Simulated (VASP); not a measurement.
Mg₂Ge (strained antifluorite), PBE single-point calculation: Ansatz's output and VASP's

```yaml
crystal:
  lattice:
    - [0.00000, 3.24676, 3.24676]
    - [3.24676, 0.00000, 3.24676]
    - [3.24676, 3.24676, 0.00000]
  atoms:
    - { symbol: Ge, position: [0.00000, 0.00000, 0.00000] }
    - { symbol: Mg, position: [0.25000, 0.25000, 0.25000] }
    - { symbol: Mg, position: [0.75000, 0.75000, 0.75000] }
```

Ansatz printed

```
SCF 1 converged in 6 iterations: F = -8143.400269 eV  dr2 = 7.30e-9
  greatest PAW one-centre occupation: 1.000 electrons in one spin orbital (limit 2), on the Mg atom at site 2 (counted from 0), in its partial waves of l = 0
NSCF: frozen V_eff on 7 k-points
SCF converged after 6 iterations
Free energy (F): -8143.400269 eV
Harris-Foulkes:  -8143.400269 eV  (|F-HF|=1.62e-8)
Internal energy: -8143.400246 eV  (E = F + TS)
E sigma→0 (E₀):  -8143.400258 eV
Entropy (-TS):   -0.000022 eV (-0.007 meV/atom)
Fermi energy:    6.528322 eV
--- Per-component energies (eV) ---
  E_band       = -869.339203
  E_kinetic    = 261.913995
  E_local      = -5815.738786  (includes V_loc(G=0)·N_el)
  E_nonlocal   = 609.063486
  E_hartree    = 2292.175769
  E_xc         = -133.055593
  E_vxc        = -138.822536  (∫ρ·V_xc dr)
  E_paw        = -2605.088726  (= ΣΔE_a)
  E_vpaw       = -370.108481  (= ΣTr[D̂ρ^β])
  E_aug_tail   = 0.000256  (compensation charges beyond the density's cutoff)
  E_ewald      = -2752.670647
  E_smearing   = -0.000022  (= −TS)
  E_closure    = 0.000000  (closes the sum)
  Σ components = -8143.400269   (vs F -8143.400269, Δ=0.00e0)
--- Forces (eV/Å), atoms counted from 1 ---
  atom   1  Ge    -0.00000000     0.00000000    -0.00000000
  atom   2  Mg    -0.00000000     0.00000000    -0.00000000
  atom   3  Mg    -0.00000000    -0.00000000    -0.00000000
  max |Σ_I F_I| component: 1.67e-16 eV/Å
--- Stress (GPa, compression-positive) ---
       -1.566247      -0.000000      -0.000000
        0.000000      -1.566247      -0.000000
       -0.000000      -0.000000      -1.566247
  P = ⅓ Tr σ = -1.5662 GPa (-15.662 kbar)
--- Band table (eV; the first three rows and the last of 29) ---
  k-point 0: bands = ["-69.7614", "-69.7592", "-36.5196", "-36.5196", "-36.5196", "-36.5084", "-36.5084", "-36.5084", "-17.2512", "-17.2512", "-17.2512", "-17.2360", "-17.2360", "-3.0968", "6.4322", "6.4322", "6.4322", "7.1958", "9.1524", "9.1524", "9.1524"]
  k-point 1: bands = ["-69.7613", "-69.7592", "-36.5192", "-36.5192", "-36.5192", "-36.5089", "-36.5089", "-36.5089", "-17.2512", "-17.2511", "-17.2511", "-17.2360", "-17.2360", "-2.9743", "5.0814", "6.2796", "6.2796", "7.8603", "9.4195", "9.4195", "9.5418"]
  k-point 2: bands = ["-69.7610", "-69.7595", "-36.5181", "-36.5180", "-36.5180", "-36.5102", "-36.5101", "-36.5101", "-17.2512", "-17.2508", "-17.2508", "-17.2359", "-17.2359", "-2.6334", "3.4966", "6.0004", "6.0004", "7.6321", "9.5926", "9.5926", "10.9619"]
  k-point 28: bands = ["-69.7603", "-69.7603", "-36.5217", "-36.5215", "-36.5141", "-36.5141", "-36.5068", "-36.5067", "-17.2509", "-17.2509", "-17.2495", "-17.2362", "-17.2355", "-1.4963", "2.8623", "2.8623", "3.8510", "9.1752", "10.0027", "10.0304", "10.0304"]
```

The two codes use different PAW datasets and cutoffs. VASP's cell holds 18 valence electrons and Ansatz's 34. Ansatz's stress includes a Pulay correction; VASP's doesn't.

Task: What does VASP give for the same cell and level of theory?

Result: gap between bands v and c 0.19 eV; least direct gap 0.76 eV; pressure -1.7 GPa.

From OUTCAR

```
k-points           NKPTS =     29   k-points in BZ     NKDIM =     29   number of bands    NBANDS=     16

   NELECT =      18.0000    total number of electrons

   dimension x,y,z NGX =    36 NGY =   36 NGZ =   36
   dimension x,y,z NGXF=    72 NGYF=   72 NGZF=   72

  energy-cutoff  :      520.00
  volume of cell :       68.45
      direct lattice vectors                 reciprocal lattice vectors
     0.000000000  3.246763262  3.246763262    -0.153999525  0.153999525  0.153999525
     3.246763262  0.000000000  3.246763262     0.153999525 -0.153999525  0.153999525
     3.246763262  3.246763262  0.000000000     0.153999525  0.153999525 -0.153999525

 k-points in reciprocal lattice and weights: KPOINTS created by Atomic Simulation Env
   0.00000000  0.00000000  0.00000000       0.002
   0.12500000  0.00000000  0.00000000       0.016
   0.25000000  0.00000000  0.00000000       0.016
   0.37500000  0.00000000  0.00000000       0.016
   0.50000000  0.00000000  0.00000000       0.008
   0.12500000  0.12500000  0.00000000       0.012
   0.25000000  0.12500000  0.00000000       0.047
   0.37500000  0.12500000  0.00000000       0.047
   ...

 E-fermi :   3.3200

 k-point     1 :       0.0000    0.0000    0.0000
  band No.  band energies     occupation
      1     -20.4931      2.00000
      2     -20.4931      2.00000
      3     -20.4931      2.00000
      4     -20.4773      2.00000
      5     -20.4773      2.00000
      6      -6.3062      2.00000
      7       3.2250      1.98283
      8       3.2250      1.98282
      9       3.2250      1.98282
     10       3.9831      0.00000
     11       5.9395      0.00000
     12       5.9395      0.00000
     13       5.9395      0.00000
     14       8.8898      0.00000
     15       9.2325      0.00000
     16       9.2325      0.00000

 k-point     2 :       0.1250    0.0000    0.0000
  band No.  band energies     occupation
      1     -20.4931      2.00000
      2     -20.4930      2.00000
      3     -20.4930      2.00000
      4     -20.4773      2.00000
      5     -20.4773      2.00000
      6      -6.1842      2.00000
      7       1.8710      2.00000
      8       3.0715      1.99999
      9       3.0715      1.99999
     10       4.6473      0.00000
     11       6.2074      0.00000
     12       6.2074      0.00000
     13       6.3307      0.00000
     14       8.4376      0.00000
     15       8.4376      0.00000
     16       9.4015      0.00000

 k-point     3 :       0.2500    0.0000    0.0000
  band No.  band energies     occupation
      1     -20.4930      2.00000
      2     -20.4926      2.00000
      3     -20.4926      2.00000
      4     -20.4772      2.00000
      5     -20.4772      2.00000
      6      -5.8445      2.00000
      7       0.2842      2.00000
      8       2.7911      2.00000
      9       2.7911      2.00000
     10       4.4176      0.00000
     11       6.3819      0.00000
     12       6.3819      0.00000
     13       7.7531      0.00000
     14       8.3806      0.00000
     15       8.3806      0.00000
     16       8.8673      0.00000

 k-point     4 :       0.3750    0.0000    0.0000
  band No.  band energies     occupation
      1     -20.4929      2.00000
      2     -20.4923      2.00000
      3     -20.4923      2.00000
      4     -20.4771      2.00000
      5     -20.4771      2.00000
      6      -5.4012      2.00000
      7      -0.9537      2.00000
      8       2.5819      2.00000
      9       2.5819      2.00000
     10       4.1229      0.00000
     11       6.0799      0.00000
     12       6.0799      0.00000
     13       8.1006      0.00000
     14       9.5793      0.00000
     15       9.5793      0.00000
     16       9.7597      0.00000

 k-point     5 :       0.5000    0.0000    0.0000
  band No.  band energies     occupation
      1     -20.4929      2.00000
      2     -20.4922      2.00000
      3     -20.4922      2.00000
      4     -20.4771      2.00000
      5     -20.4771      2.00000
      6      -5.1613      2.00000
      7      -1.4644      2.00000
      8       2.5085      2.00000
      9       2.5085      2.00000
     10       4.0163      0.00000
     11       5.9272      0.00000
     12       5.9272      0.00000
     13       7.9378      0.00000
     14      11.0044      0.00000
     15      11.0044      0.00000
     16      11.0842      0.00000

 k-point     6 :       0.1250    0.1250    0.0000
  band No.  band energies     occupation
      1     -20.4932      2.00000
      2     -20.4928      2.00000
      3     -20.4928      2.00000
      4     -20.4773      2.00000
      5     -20.4771      2.00000
      6      -6.1433      2.00000
      7       1.9284      2.00000
      8       2.7310      2.00000
      9       2.7310      2.00000
     10       5.3267      0.00000
     11       5.3468      0.00000
     12       6.6912      0.00000
     13       6.6912      0.00000
     14       7.4965      0.00000
     15       9.4414      0.00000
     16       9.8447      0.00000

 ...

  Total       -0.7326933     -0.7326933     -0.7326933      0.0000000      0.0000000     -0.0000000
  in kB      -17.1494804    -17.1494804    -17.1494804      0.0000000      0.0000000     -0.0000000
  external PRESSURE =     -17.1494804 kB  Pullay stress =       0.0000000 kB

 POSITION                                       TOTAL-FORCE (eV/Angst)
 -----------------------------------------------------------------------------------
      0.00000      0.00000      0.00000         0.000000     -0.000000     -0.000000
      1.62338      1.62338      1.62338        -0.000000     -0.000000     -0.000000
      4.87014      4.87014      4.87014         0.000000      0.000000      0.000000
 -----------------------------------------------------------------------------------
    total drift:                               -0.000000      0.000000      0.000000

  FREE ENERGIE OF THE ION-ELECTRON SYSTEM (eV)
  ---------------------------------------------------
  free  energy   TOTEN  =        -8.3445810725 eV

  energy  without entropy=       -8.3445575577  energy(sigma->0) =       -8.34456932
```
